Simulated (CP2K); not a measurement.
Ag:

```
Ag
1.0
     2.88888    0.00000    0.00000
     1.44444    2.50185    0.00000
     1.44444    0.83395    2.35876
Ag
1
Cartesian
  0.0000 0.0000 0.0000
```

Base run:

* Program: CP2K 2026.2
* Functional: r2SCAN
* Potentials or basis: POTENTIAL_UZH Ag GTH-PBE-q11; TZVP-MOLOPT-PBE-GTH basis
* Density cutoff: 9184 eV
* k mesh: 11 × 11 × 11
* Occupations: fermi-dirac, width 0.05 eV
* Spin: no spin polarisation

Its results: band gap on the k mesh none (metal or under the smearing width); pressure -3.7 GPa.

After a change of settings the same cell gave: band gap on the k mesh none (metal or under the smearing width); pressure 5.5 GPa. Which change was it?
A. functional from r2SCAN to WC
B. functional from r2SCAN to optB88-vdW
C. functional from r2SCAN to LDA
D. functional from r2SCAN to PBE; density cutoff from 9184 eV to 6123 eV; cutoff of the grids from 675 Ry to 450 Ry

B.

Caveats: the potentials were made for another functional, which shifts forces and pressure; the basis of atomic orbitals isn't converged, which shifts pressures, moduli and gaps.
